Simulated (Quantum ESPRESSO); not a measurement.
# Cu under changes of volume

One of the cells (11.458 Å³/atom); the others are scaled copies at fixed shape and fractional positions:

```
Cu
1.0
    -1.44279    1.44279    1.37608
     1.44279   -1.44279    1.37608
     1.44279    1.44279   -1.37608
Cu
1
Direct
  0.00000 0.00000 0.00000
```

This isn't the form of Cu at room conditions, which is fcc.

```yaml
Program: Quantum ESPRESSO 7.5
Functional: LDA
Potentials_or_basis: GBRV 1.5 LDA
Cutoff: 762 eV
Density_cutoff: 6095 eV
k_mesh: 13 × 13 × 13
Occupations: fermi-dirac, width 0.05 eV
Spin: no spin polarisation
```

| volume (Å³/atom) | energy over the lowest point (meV/atom) | pressure (GPa) |
| --- | --- | --- |
| 10.771 | 2.30 | 3.1 |
| 11.000 | 0.00 | -0.8 |
| 11.229 | 3.17 | -4.5 |
| 11.458 | 11.19 | -7.6 |
| 11.687 | 23.42 | -10.5 |
| 11.916 | 39.40 | -12.8 |
| 12.146 | ? | ? |

**Question.** What does the run at 12.146 Å³/atom give?

**Answer.** Energy over the lowest point 58.65 meV/atom; pressure -15.0 GPa.

Worked out: A Birch-Murnaghan fit of order 3 (a polynomial in V^(-2/3)) to the other rows has its minimum at 10.98 Å³/atom with B0 = V·E''(V) = 186 GPa and B' = 5.1 at fixed shape and positions, which overstates the stiffness. It gives 58.74 meV/atom at 12.146 Å³/atom, against the run's 58.65, and -dE/dV = -14.5 GPa, against -15.0.

Energies are extrapolated to zero smearing.
